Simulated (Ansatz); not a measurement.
**Response of CaSe to small distortions**

```yaml
crystal:
  lattice:
    - [0.00000, 2.95600, 2.95600]
    - [2.95600, 0.00000, 2.95600]
    - [2.95600, 2.95600, 0.00000]
  atoms:
    - { symbol: Ca, position: [0.00000, 0.00000, 0.00000] }
    - { symbol: Se, position: [0.50000, 0.50000, 0.50000] }
```

Atoms are numbered in the order listed.

Conventional cell: a = 5.912 Å, b = 5.912 Å, c = 5.912 Å, α = 90.00°, β = 90.00°, γ = 90.00°. Ca (atom 1) is surrounded by 6 Se at 2.96 Å. Se (atom 2) has 6 Ca at 2.96 Å as nearest neighbours.

The cell is COD entry 1010880, as deposited and not checked against the literature; nothing was relaxed. It is an old determination, and later ones may differ.

Method: DFT, PBE, all-electron LAPW, scalar-relativistic (Ansatz 0.2.0).

Sampling and basis: a Γ-centred 7×7×7 k mesh, Fermi–Dirac smearing of 0.02 eV, basis error target 0.25 meV/atom, no spin polarisation.

The unchanged cell is at 1.17 GPa.

Semilocal functionals give too small gaps.

x, y and z are the Cartesian axes of the cell as listed; fractional coordinates follow a strain, and an engineering shear is twice the off-diagonal strain component.

With z strained by +3 % at fixed volume: energy change +10 meV/atom; stress change (xx, yy, zz, yz, xz, xy) 1.55, 1.55, -2.39, 0.00, 0.00, 0.00 GPa, compression positive; gap on the k mesh 2.09 → 2.08 eV.

Question: With this change (equal xy, yz and zx engineering shear strains of -2 %), what becomes of the energy and stress and gap?

Answer: Energy change +3 meV/atom; stress change (xx, yy, zz, yz, xz, xy) 0.00, 0.00, 0.00, 0.52, 0.52, 0.52 GPa, compression positive; gap on the k mesh 2.09 → 1.98 eV.

Question: With this change (atom 1 (Ca) moved by (0.1414, 0.1414, 0.0000) Å), what becomes of the energy and stress and forces and gap?

Answer: Energy change +32 meV/atom; stress change (xx, yy, zz, yz, xz, xy) 1.16, 1.16, -0.18, 0.00, 0.00, -0.32 GPa, compression positive; change of the force on Ca1 (-0.453, -0.453, 0.000) eV/Å; gap on the k mesh 2.09 → 2.23 eV.

Question: What force constant does this one finite step give for Ca1 along its displacement (all its periodic images move with it)?

Answer: k = −ΔF·u/|u|² = 3.21 eV/Å², so the force pulls the atom back.
